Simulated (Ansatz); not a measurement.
The reference is NaCl in the rock salt structure (space group Fm-3m, No. 225; a = 5.6955 Å).

(Cell as relaxed with PBE.)

Levels (all Ansatz, a quantum-chemistry and plane-wave program, PAW): PBE (420 eV, no SOC); PBEsol (420 eV, spin-orbit coupling left out).

Each level relaxes its own structure.

```json
[
 {"base": "volume per atom", "PBE": "23.09 Å³", "PBEsol": "21.97 Å³"},
 {"base": "lattice parameter a", "PBE": "5.696 Å", "PBEsol": "5.601 Å"},
 {"base": "band gap", "PBE": "5.00 eV", "PBEsol": "5.01 eV"}
]
```

The change: cell and atoms relaxed at a pressure of 75 GPa.

```csv
quantity,PBE,PBEsol
volume per atom,11.81 Å³,11.57 Å³
band gap,6.19 eV,5.84 eV
smallest direct gap,7.72 eV,7.44 eV
shift of the gap caused by the change,+1.20 eV,+0.83 eV
gap character,"indirect, Γ → X","indirect, Γ → X"
```

PBE's volume per atom lies 0.24 Å³ above PBEsol's (2.1 %); PBE's band gap lies 0.35 eV above PBEsol's; PBE's smallest direct gap lies 0.28 eV above PBEsol's; PBE's shift of the gap caused by the change lies 0.365 eV above PBEsol's; the two agree on the gap character. Neither level is exact; PBEsol is the comparison here, not a measurement.

Load acts through the strain it causes; cell and atoms are relaxed under it. Stability against distortions was not tested. No other phases were tried under pressure.
